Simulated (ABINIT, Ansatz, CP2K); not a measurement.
## MoS2: equilibrium volume by level of theory

```
Mo S
1.0
     1.58550    0.91539    6.11500
    -1.58550    0.91539    6.11500
     0.00000   -1.83078    6.11500
Mo S
1 2
Direct
  0.00000 0.00000 0.00000
  0.25000 0.25000 0.25000
  0.75000 0.75000 0.75000
```

Measurements of this composition are mostly on another form, of space group No. 194.

| rung | level | program and potentials | cutoff (eV) | k mesh | smearing | core time | chip | equilibrium volume (Å³/atom) | notes |
| --- | --- | --- | --- | --- | --- | --- | --- | --- | --- |
| GGA | PBEsol | Ansatz, Ansatz PAW | 420 | 10 × 10 × 10 | fermi-dirac 0.05 | 65 s | Intel Xeon Skylake/Cascade Lake | 17.20 | potentials made for PBE, which Ansatz adapts in part |
| GGA + dispersion | PBEsol+D3(BJ) | Ansatz, Ansatz PAW | 420 | 10 × 10 × 10 | fermi-dirac 0.05 | 73 s | Intel Xeon Skylake/Cascade Lake | 15.89 | potentials made for PBE, which Ansatz adapts in part |
| GGA + dispersion | PBEsol+D4 | Ansatz, Ansatz PAW | 420 | 10 × 10 × 10 | fermi-dirac 0.05 | 78 s | Intel Xeon Skylake/Cascade Lake | 16.32 | potentials made for PBE, which Ansatz adapts in part |
| GGA + U (2 eV) | PBEsol+U (Mo d U = 2 eV, fll (the default)) | Ansatz, Ansatz PAW | 420 | 10 × 10 × 10 | fermi-dirac 0.05 | 81 s | Intel Xeon Skylake/Cascade Lake | 17.16 | potentials made for PBE, which Ansatz adapts in part |
| GGA + U (1 eV) | PBEsol+U (Mo d U = 1 eV, fll (the default)) | Ansatz, Ansatz PAW | 420 | 10 × 10 × 10 | fermi-dirac 0.05 | 85 s | Intel Xeon Skylake/Cascade Lake | 17.18 | potentials made for PBE, which Ansatz adapts in part |
| GGA + dispersion | PBEsol+D3(BJ)+ATM | Ansatz, Ansatz PAW | 420 | 10 × 10 × 10 | fermi-dirac 0.05 | 85 s | Intel Xeon Skylake/Cascade Lake | 16.07 | potentials made for PBE, which Ansatz adapts in part |
| GGA + U (4 eV) | PBEsol+U (Mo d U = 4 eV, fll (the default)) | Ansatz, Ansatz PAW | 420 | 10 × 10 × 10 | fermi-dirac 0.05 | 92 s | Intel Xeon Skylake/Cascade Lake | 17.11 | potentials made for PBE, which Ansatz adapts in part |
| GGA + U (3 eV) | PBEsol+U (Mo d U = 3 eV, fll (the default)) | Ansatz, Ansatz PAW | 420 | 10 × 10 × 10 | fermi-dirac 0.05 | 93 s | Intel Xeon Skylake/Cascade Lake | 17.14 | potentials made for PBE, which Ansatz adapts in part |
| GGA + U (6 eV) | PBEsol+U (Mo d U = 6 eV, fll (the default)) | Ansatz, Ansatz PAW | 420 | 10 × 10 × 10 | fermi-dirac 0.05 | 99 s | Intel Xeon Skylake/Cascade Lake | 17.08 | potentials made for PBE, which Ansatz adapts in part |
| GGA + U (5 eV) | PBEsol+U (Mo d U = 5 eV, fll (the default)) | Ansatz, Ansatz PAW | 420 | 10 × 10 × 10 | fermi-dirac 0.05 | 99 s | Intel Xeon Skylake/Cascade Lake | 17.08 | potentials made for PBE, which Ansatz adapts in part |
| hybrid | HSE06 | Ansatz, Ansatz PAW | 420 | 6 × 6 × 6 | fermi-dirac 0.05 | 5.1 min | AMD EPYC 7R13 Zen 3 | 19.54 | coarse mesh; potentials made for PBE, which Ansatz adapts in part |
| hybrid | PBE0 | Ansatz, Ansatz PAW | 420 | 6 × 6 × 6 | fermi-dirac 0.05 | 5.1 min | AMD EPYC 7R13 Zen 3 | 19.61 | coarse mesh; potentials made for PBE, which Ansatz adapts in part |
| LDA | LDA | ABINIT, JTH PAW LDA v2.0 | 544 | 8 × 8 × 8 | fermi-dirac 0.05 | 22 min | AMD EPYC 9R45 Zen 5 | 16.44 | - |
| LDA | LDA | CP2K, GTH_POTENTIALS Mo GTH-PADE-q14, S GTH-PADE-q6; TZVP-MOLOPT-PBE-GTH basis | - | 8 × 8 × 8 | fermi-dirac 0.01 | 36 min | Intel Xeon Platinum 8259CL Skylake/Cascade Lake | 16.45 | atomic basis |

Times are single runs on shared hosts and different chips, so they are rough; meshes, cutoffs and the tasks' sizes weigh on the time. Task: relaxation of cell and atoms. All rows: no spin polarisation. Smearing widths are in eV. For a metal such meshes aren't converged. Meshes differ between rows, which moves values too. Meshes are those of the run's cell of 3 atoms unless a note names another. Relaxations start from the cell shown or near it and stop with a little pressure left. Runs on faulty files, with rough fits or with known faults for this quantity aren't shown. PBE isn't shown for this crystal. No row holds spin-orbit coupling.

By rung: LDA 16.44; GGA 17.20; GGA + dispersion 15.89 to 16.32; GGA + U (2 eV) 17.16; GGA + U (1 eV) 17.18; GGA + U (4 eV) 17.11; GGA + U (3 eV) 17.14; GGA + U (6 eV) 17.08; GGA + U (5 eV) 17.08; LDA in atomic bases 16.45; hybrid on coarse meshes 19.54 to 19.61 (Å³/atom).
